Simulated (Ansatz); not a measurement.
Relaxed AlSb (zinc blende):

```
CELL_PARAMETERS angstrom
      0.00000     3.08862     3.08862
      3.08862     0.00000     3.08862
      3.08862     3.08862     0.00000
ATOMIC_POSITIONS crystal
  Sb 0.75000 0.75000 0.75000
  Al 0.00000 0.00000 0.00000
```

In each cell atom 1 (Sb, nearest neighbour Al at 2.675 Å; its periodic images, 4.4 Å or more away, move with it) moves by s·(0.707, 0.707, 0.000) (along Cartesian [110]), the rest being held.

These are r2SCAN (plane waves to 500 eV, PAW, scalar-relativistic; Ansatz, a program for electronic structure) values and carry that method's errors. k mesh 11×11×11 (Γ-centred), Fermi-Dirac smearing 0.05 eV. Energies are smeared free energies. AlSb was relaxed with its symmetry unable to fall. Spin-orbit coupling is left out, though Sb is heavy. The zero of ΔE is the undisplaced structure.

| s (Å) | ΔE (meV/cell) |
|---|---|
| -0.270 | withheld |
| -0.216 | 187.9 |
| -0.162 | 105.5 |
| -0.108 | 46.8 |
| -0.054 | 11.7 |
| 0.000 | 0.0 |
| 0.054 | 11.7 |
| 0.108 | 46.8 |
| 0.162 | 105.5 |
| 0.216 | 187.9 |
| 0.270 | withheld |

### Question
Fit an even polynomial form (powers 2, 4) to the given rows and predict ΔE at s = 0.270.

### Answer
Least squares on the 9 given rows: ΔE = (4009)·s² + (387.2)·s⁴, in meV/cell with s in Å; root-mean-square residual 0.01 meV/cell. At 0.270 the fit gives 294.3 meV/cell; the calculation gives 294.5 meV/cell, so the extrapolation is off by -0.2 (-0.1 %). The quadratic term alone would give 292.3 meV/cell.

(For displaced atoms, the force is minus the slope of the energy, and its curvature is a force constant, which sets phonon frequencies.)
